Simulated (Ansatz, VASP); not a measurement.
**Ge: VASP beside Ansatz**

```
Ge
1.0
    -1.59590    1.59590    1.59590
     1.59590   -1.59590    1.59590
     1.59590    1.59590   -1.59590
Ge
1
Direct
  0.00000 0.00000 0.00000
```

Change from the starting cell: volume scaled by 0.84, LAPW.

Alike in both runs: task single point; functional PBE; k mesh 16 × 16 × 16; occupations fermi-dirac, width 0.08 eV; no spin polarisation.

```csv
,VASP,Ansatz
version,VASP 6.6.1,Ansatz 0.2.0
potentials or method,"VASP PAW PBE potentials, release 64 (Ge_d), cutoff 520 eV","all-electron LAPW, scalar-relativistic"
```

```tsv
	VASP	Ansatz	Ansatz less VASP
pressure (GPa)	15.8	15.8	-0.03
```

Ansatz ran all-electron here, so the differences hold the error of VASP's frozen core and of both bases.

Caveats: so large a pressure means that the cell lies far from this level's equilibrium, or that cutoff or potentials fall short (VASP).
